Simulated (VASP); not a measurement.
# SnSe (Fm-3m) in VASP: notebook

The runs below take SnSe through single point, with r2SCAN.

Program: VASP 6.6.1. These are calculated values, not measurements. Logs are shortened: lines on timing, memory, paths and dates and some standing lists are left out, and cuts for length are marked.

## 1. Starting point

The structure is cubic, space group Fm-3m (No. 225). The conventional cell has a = 5.980 Å, b = 5.980 Å, c = 5.980 Å, α = 90.00°, β = 90.00°, γ = 90.00°. Around Sn (site symmetry m-3m) lie 6 Se at 2.99 Å. Se (site symmetry m-3m) is surrounded by 6 Sn at 2.99 Å.

Measurements of this composition are mostly on another form, of space group No. 62.

## 2. Single point, r2SCAN

POSCAR reads:

```
SnSe
1.0
    0.0000000000      2.9897980490      2.9897980490
    2.9897980490      0.0000000000      2.9897980490
    2.9897980490      2.9897980490      0.0000000000
Sn Se
1 1
Direct
    0.0000000000      0.0000000000      0.0000000000
    0.5000000000      0.5000000000      0.5000000000
```

INCAR.step1 reads:

```
  PREC = Accurate
  ENCUT = 520
  ISMEAR = 0
  SIGMA = 0.01
  LREAL = F
  LASPH = T
  NELM = 100
  NBANDS = 17
  GGA = PE
  ALGO = Normal
  EDIFF = 1E-4
  LWAVE = T
  LCHARG = F
```

INCAR.step2 reads:

```
  PREC = Accurate
  ENCUT = 520
  EDIFF = 1E-6
  ISMEAR = 0
  SIGMA = 0.01
  LREAL = F
  LASPH = T
  NELM = 100
  ALGO = Normal
  ISIF = 2
  LWAVE = F
  LCHARG = T
  METAGGA = R2SCAN
  LMIXTAU = T
  LELF = T
  LVHAR = T
  NBANDS = 17
  ISTART = 1
```

KPOINTS reads:

```
regular mesh
0
Gamma
  5 5 5
```

Potentials or basis: VASP PAW PBE potentials, release 64 (Sn_d, Se).

The run is started by

```bash
cat potpaw_PBE.64/Sn_d/POTCAR potpaw_PBE.64/Se/POTCAR > POTCAR
cp INCAR.step1 INCAR
mpirun -np 1 vasp_std > vasp.out
cp INCAR.step2 INCAR
mpirun -np 1 vasp_std > vasp.out
```

OUTCAR:

```text
PREC = Accurate
   ENCUT = 520
   EDIFF = 1E-6
   ISMEAR = 0
   LREAL = F
   LASPH = T
   NELM = 100
   ISIF = 2
   METAGGA = R2SCAN
   ISTART = 1

 ion  position               nearest neighbor table
   1  0.000  0.000  0.000-   2 2.99   2 2.99   2 2.99   2 2.99   2 2.99   2 2.99
   2  0.500  0.500  0.500-   1 2.99   1 2.99   1 2.99   1 2.99   1 2.99   1 2.99

  LATTYP: Found a face centered cubic cell.
 ALAT       =     5.9795960980

  Lattice vectors:

 A1 = (   0.0000000000,   2.9897980490,   2.9897980490)
 A2 = (   2.9897980490,   0.0000000000,   2.9897980490)
 A3 = (   2.9897980490,   2.9897980490,   0.0000000000)

Analysis of symmetry for initial positions (statically):
=====================================================================
 Subroutine PRICEL returns:
 Original cell was already a primitive cell.

 Routine SETGRP: Setting up the symmetry group for a
 face centered cubic supercell.

 Subroutine GETGRP returns: Found 48 space group operations
 (whereof 48 operations were pure point group operations)
 out of a pool of 48 trial point group operations.

The static configuration has the point symmetry O_h .

Analysis of symmetry for dynamics (positions and initial velocities):
=====================================================================
 Subroutine PRICEL returns:
 Original cell was already a primitive cell.

 Routine SETGRP: Setting up the symmetry group for a
 face centered cubic supercell.

 Subroutine GETGRP returns: Found 48 space group operations
 (whereof 48 operations were pure point group operations)
 out of a pool of 48 trial point group operations.

The dynamic configuration has the point symmetry O_h .

 Subroutine INISYM returns: Found 48 space group operations
 (whereof 48 operations are pure point group operations),
 and found     1 'primitive' translations

----------------------------------------------------------------------------------------

                                     Primitive cell

  volume of cell :      53.4510

  direct lattice vectors                    reciprocal lattice vectors
     0.000000000  2.989798049  2.989798049    -0.167235376  0.167235376  0.167235376
     2.989798049  0.000000000  2.989798049     0.167235376 -0.167235376  0.167235376
     2.989798049  2.989798049  0.000000000     0.167235376  0.167235376 -0.167235376

  length of vectors
     4.228212950  4.228212950  4.228212950     0.289660168  0.289660168  0.289660168

  position of ions in fractional coordinates (direct lattice)
     0.000000000  0.000000000  0.000000000
     0.500000000  0.500000000  0.500000000

  ion indices of the primitive-cell ions
   primitive index   ion index
                 1           1
                 2           2

----------------------------------------------------------------------------------------

 KPOINTS: regular mesh

Automatic generation of k-mesh.
 Grid dimensions read from file:
 generate k-points for:    5    5    5

 Generating k-lattice:

  Cartesian coordinates                     Fractional coordinates (reciprocal lattice)
    -0.033447075  0.033447075  0.033447075     0.200000000  0.000000000  0.000000000
     0.033447075 -0.033447075  0.033447075     0.000000000  0.200000000  0.000000000
     0.033447075  0.033447075 -0.033447075     0.000000000  0.000000000  0.200000000

  Length of vectors
     0.057932034  0.057932034  0.057932034

  Shift w.r.t. Gamma in fractional coordinates (k-lattice)
     0.000000000  0.000000000  0.000000000

 Subroutine IBZKPT returns following result:
 ===========================================

 Found     10 irreducible k-points:

 Following reciprocal coordinates:
            Coordinates               Weight
  0.000000  0.000000  0.000000      1.000000
  0.200000  0.000000  0.000000      8.000000
  0.400000  0.000000  0.000000      8.000000
  0.200000  0.200000  0.000000      6.000000
  0.400000  0.200000  0.000000     24.000000
 -0.400000  0.200000  0.000000     24.000000
 -0.200000  0.200000  0.000000     12.000000
  0.400000  0.400000  0.000000      6.000000
 -0.400000  0.400000  0.000000     12.000000
 -0.400000  0.400000  0.200000     24.000000
   k-points           NKPTS =     10   k-points in BZ     NKDIM =     10   number of bands    NBANDS=     17
   number of dos      NEDOS =    301   number of ions     NIONS =      2
   total plane-waves  NPLWV =  32768
   dimension x,y,z NGX =    32 NGY =   32 NGZ =   32
   dimension x,y,z NGXF=    64 NGYF=   64 NGZF=   64
   ions per type =               1   1
   NGX,Y,Z   is equivalent  to a cutoff of  12.58, 12.58, 12.58 a.u.
   NGXF,Y,Z  is equivalent  to a cutoff of  25.16, 25.16, 25.16 a.u.
 SYSTEM =  unknown system
   PREC   = accura    normal or accurate (medium, high low for compatibility)
   ISTART =      1    job   : 0-new  1-cont  2-samecut
   ICHARG =      0    charge: 1-file 2-atom 10-const
   ISPIN  =      1    spin polarized calculation?
   LNONCOLLINEAR =      F non collinear calculations
   LSORBIT =      F    spin-orbit coupling
   LASPH  =      T    aspherical Exc in radial PAW
   ENCUT  =  520.0 eV  38.22 Ry    6.18 a.u.   7.86  7.86  7.86*2*pi/ulx,y,z
   NELM   =    100;   NELMIN=  2; NELMDL=  0     # of ELM steps
   EDIFF  = 0.1E-05   stopping-criterion for ELM
   LREAL  =      F    real-space projection
[... 7 lines left out ...]
   TEBEG  =    0.0;   TEEND  =   0.0 temperature during run
   PSTRESS=    0.0 pullay stress
   NELECT =      20.0000    total number of electrons
   NUPDOWN=      -1.0000    fix difference up-down
   EMIN   =  10.00;   EMAX   =-10.00  energy-range for DOS
   EFERMI =   0.00;   METHOD = LEGACY
   ISMEAR =     0;   SIGMA  =   0.01  broadening in eV -4-tet -1-fermi 0-gaus
   EFERMI_NEDOS =   21; number of points for ismear=-14 and -15
   IALGO  =     38    algorithm
   IMIX   =      4    mixing-type and parameters
     AMIX     =   0.40;   BMIX     =  1.00
     AMIX_MAG =   1.60;   BMIX_MAG =  1.00
  volume/ion in A,a.u.               =      26.73       180.35
  Fermi-wavevector in a.u.,A,eV,Ry     =   1.179686  2.229283 18.934661  1.391658
  Thomas-Fermi vector in A             =   2.315992
   LORBIT       =      0    0 simple, 1 ext, 2 COOP (PROOUT), +10 PAW based schemes
   METAGGA = R2SCAN    functional components
   LHFCALC =     F    Hartree Fock is set to
   AEXX    =    0.0000 exact exchange contribution
   IVDW    =     0    specifies the selected vdW correction
   LEPSILON=     F    determine dielectric tensor
   LRPA    =     F    only Hartree local field effects (RPA)
 non-spin polarized calculation
 Gauss-broadening in eV      SIGMA  =   0.01
  energy-cutoff  :      520.00
  volume of cell :       53.45
 maximum number of plane-waves:      1459
   NGX = 15   NGY = 15   NGZ = 15

 number of electron      20.0000008 magnetization

 Free energy of the ion-electron system (eV)
  ---------------------------------------------------
  ext. energy  EPLUGINS =         0.00000000
  ---------------------------------------------------
  free energy    TOTEN  =       -39.89630456 eV

  energy without entropy =      -39.89630456  energy(sigma->0) =      -39.89630456

 E-fermi :   5.7958     XC(G=0): -10.2952

 val. band max:        5.6623237059   @ k =  -0.2000   0.2000   0.0000
 cond. band min:       6.7381018555   @ k =  -0.2000   0.2000   0.0000
 fundamental gap:      1.0757781496
 Fermi energy:         5.7958138108

 k-point     1 :       0.0000    0.0000    0.0000
  band No.  band energies     occupation
      1     -16.6263      2.00000
      2     -16.6263      2.00000
      3     -16.6226      2.00000
      4     -16.6226      2.00000
      5     -16.6226      2.00000
      6      -8.9391      2.00000
[... 9 lines left out ...]
     16      11.9469      0.00000
     17      14.2681      0.00000

 k-point     2 :       0.2000    0.0000    0.0000
  band No.  band energies     occupation
      1     -16.6292      2.00000
      2     -16.6292      2.00000
      3     -16.6216      2.00000
      4     -16.6180      2.00000
      5     -16.6180      2.00000
      6      -8.6472      2.00000
[... 9 lines left out ...]
     16      12.8694      0.00000
     17      16.7008      0.00000

 k-point     3 :       0.4000    0.0000    0.0000
  band No.  band energies     occupation
      1     -16.6347      2.00000
      2     -16.6347      2.00000
      3     -16.6201      2.00000
      4     -16.6101      2.00000
      5     -16.6100      2.00000
      6      -8.0478      2.00000
[... 9 lines left out ...]
     16      15.2503      0.00000
     17      17.5135      0.00000

 k-point     4 :       0.2000    0.2000    0.0000
  band No.  band energies     occupation
      1     -16.6360      2.00000
      2     -16.6250      2.00000
      3     -16.6233      2.00000
      4     -16.6159      2.00000
      5     -16.6159      2.00000
      6      -8.5487      2.00000
[... 9 lines left out ...]
     16      14.3511      0.00000
     17      14.8023      0.00000

 k-point     5 :       0.4000    0.2000    0.0000
  band No.  band energies     occupation
      1     -16.6436      2.00000
      2     -16.6261      2.00000
      3     -16.6233      2.00000
      4     -16.6113      2.00000
      5     -16.6085      2.00000
      6      -8.0373      2.00000
[... 9 lines left out ...]
     16      16.3343      0.00000
     17      17.5542      0.00000

 k-point     6 :      -0.4000    0.2000    0.0000
  band No.  band energies     occupation
      1     -16.6417      2.00000
      2     -16.6312      2.00000
      3     -16.6173      2.00000
      4     -16.6119      2.00000
      5     -16.6087      2.00000
      6      -7.7887      2.00000
[... 9 lines left out ...]
     16      15.2632      0.00000
     17      18.2516      0.00000

 k-point     7 :      -0.2000    0.2000    0.0000
  band No.  band energies     occupation
      1     -16.6330      2.00000
      2     -16.6322      2.00000
      3     -16.6197      2.00000
      4     -16.6154      2.00000
      5     -16.6123      2.00000
      6      -8.2375      2.00000
[... 9 lines left out ...]
     16      15.7586      0.00000
     17      16.0625      0.00000

 k-point     8 :       0.4000    0.4000    0.0000
  band No.  band energies     occupation
      1     -16.6584      2.00000
      2     -16.6290      2.00000
      3     -16.6186      2.00000
      4     -16.6048      2.00000
      5     -16.6048      2.00000
      6      -7.7605      2.00000
[... 9 lines left out ...]
     16      17.9191      0.00000
     17      18.6146      0.00000

 k-point     9 :      -0.4000    0.4000    0.0000
  band No.  band energies     occupation
      1     -16.6564      2.00000
      2     -16.6250      2.00000
      3     -16.6220      2.00000
      4     -16.6063      2.00000
      5     -16.6046      2.00000
      6      -7.5955      2.00000
[... 9 lines left out ...]
     16      16.8050      0.00000
     17      18.4736      0.00000

 k-point    10 :      -0.4000    0.4000    0.2000
  band No.  band energies     occupation
      1     -16.6495      2.00000
      2     -16.6263      2.00000
      3     -16.6204      2.00000
      4     -16.6119      2.00000
      5     -16.6050      2.00000
      6      -7.6751      2.00000
[... 9 lines left out ...]
     16      17.5529      0.00000
     17      17.6444      0.00000

------------------------ aborting loop because EDIFF is reached ----------------------------------------

  FORCE on cell =-STRESS in cart. coord.  units (eV):
  Direction    XX          YY          ZZ          XY          YZ          ZX
  --------------------------------------------------------------------------------------
  -------------------------------------------------------------------------------------
  Total        0.2954663      0.2954663      0.2954663      0.0000000      0.0000000     -0.0000000
  in kB        8.8565169      8.8565169      8.8565169      0.0000000      0.0000000     -0.0000000
  external PRESSURE =       8.8565169 kB  Pullay stress =       0.0000000 kB

 VOLUME and BASIS-vectors are now :
 -----------------------------------------------------------------------------
  energy-cutoff  :      520.00
  volume of cell :       53.45
      direct lattice vectors                 reciprocal lattice vectors
     0.000000000  2.989798049  2.989798049    -0.167235376  0.167235376  0.167235376
     2.989798049  0.000000000  2.989798049     0.167235376 -0.167235376  0.167235376
     2.989798049  2.989798049  0.000000000     0.167235376  0.167235376 -0.167235376

 POSITION                                       TOTAL-FORCE (eV/Angst)
 -----------------------------------------------------------------------------------
      0.00000      0.00000      0.00000        -0.000000     -0.000000     -0.000000
      2.98980      2.98980      2.98980         0.000000      0.000000      0.000000
 -----------------------------------------------------------------------------------
    total drift:                                0.000000     -0.000000     -0.000000

  FREE ENERGIE OF THE ION-ELECTRON SYSTEM (eV)
  ---------------------------------------------------
  free  energy   TOTEN  =       -39.8963045638 eV

  energy  without entropy=      -39.8963045638  energy(sigma->0) =      -39.89630456
```

Run time: 33 s. Hardware: 1 thread of Intel Xeon Platinum 8488C (Sapphire Rapids), shared host; peak memory 0.18 GiB.

Results:

- Free energy: -39.8963 eV
- Pressure: 0.9 GPa

Levels at points of the mesh, in eV from the Fermi level:
```
           k point  band 6  band 7  band 8  band 9  band 10  band 11  band 12  band 13  band 14  band 15
(0.00, 0.00, 0.00)  -14.73   -5.05   -2.57   -2.57    -2.57     4.57     4.57     4.57     6.15     6.15
```

Caveat: this odd mesh misses L, where the gap lies, so gap, dielectric constants and Born charges aren't listed; the PAW data sets were made with another functional, which shifts forces and pressure a little.

## 3. Single point, r2SCAN

This run uses another cell than the first one, of 25.63 Å³/atom, 0.959 times its volume.

POSCAR reads:

```
SnSe
1.0
    0.0000000000      2.9485541872      2.9485541872
    2.9485541872      0.0000000000      2.9485541872
    2.9485541872      2.9485541872      0.0000000000
Sn Se
1 1
Direct
    0.0000000000      0.0000000000      0.0000000000
    0.5000000000      0.5000000000      0.5000000000
```

INCAR.step1 reads:

```
PREC = Accurate
ENCUT = 520
ISMEAR = 0
SIGMA = 0.01
LREAL = F
LASPH = T
NELM = 100
NBANDS = 17
GGA = PE
ALGO = Normal
EDIFF = 1E-4
LWAVE = T
LCHARG = F
```

INCAR.step2 reads:

```
PREC = Accurate
ENCUT = 520
EDIFF = 1E-6
ISMEAR = 0
SIGMA = 0.01
LREAL = F
LASPH = T
NELM = 100
ALGO = Normal
ISIF = 2
LWAVE = F
LCHARG = F
METAGGA = R2SCAN
LMIXTAU = T
NBANDS = 17
ISTART = 1
```

KPOINTS is that of step 2.

Potentials or basis: VASP PAW PBE potentials, release 64 (Sn_d, Se).

The run is started by

```bash
cat potpaw_PBE.64/Sn_d/POTCAR potpaw_PBE.64/Se/POTCAR > POTCAR
cp INCAR.step1 INCAR
mpirun -np 1 vasp_std > vasp.out
cp INCAR.step2 INCAR
mpirun -np 1 vasp_std > vasp.out
```

It took 30 s on 1 thread of Intel Xeon Platinum 8488C (Sapphire Rapids), shared host; peak memory 0.18 GiB.

It converged, with:

| Quantity | Value |
| --- | --- |
| Free energy | -39.8665 eV |
| Pressure | 3.5 GPa |

Levels at points of the mesh, in eV from the Fermi level:
```
           k point  band 6  band 7  band 8  band 9  band 10  band 11  band 12  band 13  band 14  band 15
(0.00, 0.00, 0.00)  -15.13   -4.97   -2.78   -2.78    -2.78     4.66     4.66     4.66     6.01     6.01
```

Caveat: this odd mesh misses L, where the gap lies, so gap, dielectric constants and Born charges aren't listed; the PAW data sets were made with another functional, which shifts forces and pressure a little.
